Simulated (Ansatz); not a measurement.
All numbers below come from DFT PBE, scalar-relativistic, plane waves, PAW in Ansatz. Settings: cutoff 420 eV, Γ-centred meshes spaced at most about 0.3 Å⁻¹ (2π included), Gaussian smearing. No spin polarisation.

These are static total energies at zero pressure.

Compare these two cells of PbF2, each relaxed at this level.

1. Space group Pnma (No. 62), orthorhombic, a = 6.578 Å, b = 3.950 Å, c = 7.831 Å. Pb has 7 F at 2.41–2.68 Å; around F on its first site lie 1 Pb at 2.41 Å and 2 Pb at 2.63 Å; F on its second site has 4 Pb at 2.49–2.68 Å.

2. Space group Fm-3m (No. 225), cubic, a = 6.000 Å. Pb is surrounded by 8 F at 2.60 Å; F has 4 Pb at 2.60 Å and 6 F at 3.00 Å.

Task: Which would you expect to be lower, and how large is the difference?

Result: Cell 2 is lower, by 22 meV/atom. Cell 1 has the cotunnite type, space group Pnma (No. 62), 17.0 Å³/atom and a gap of 4.43 eV on its mesh; cell 2 has the fluorite type, space group Fm-3m (No. 225), 18.0 Å³/atom and a gap of 4.42 eV. Counting F atoms around Pb (those within 1.25 times the shortest such distance or 1.15 times the sum of covalent radii, 1.27 where that leaves under three; the shortest distance is added where it exceeds 1.18 times the sum of covalent radii), cell 1 has Pb 7 from 2.4 Å and cell 2 has Pb 8 from 2.6 Å. The lower one is the more open, so pressure narrows the difference. Origin: cell 1 and cell 2, each reached from a cell as deposited in COD, among other starts.

Spin–orbit coupling, which can matter for Pb, is left out. Kohn–Sham gaps at this level usually fall short of measured ones. The missing spin–orbit coupling can work the other way here.
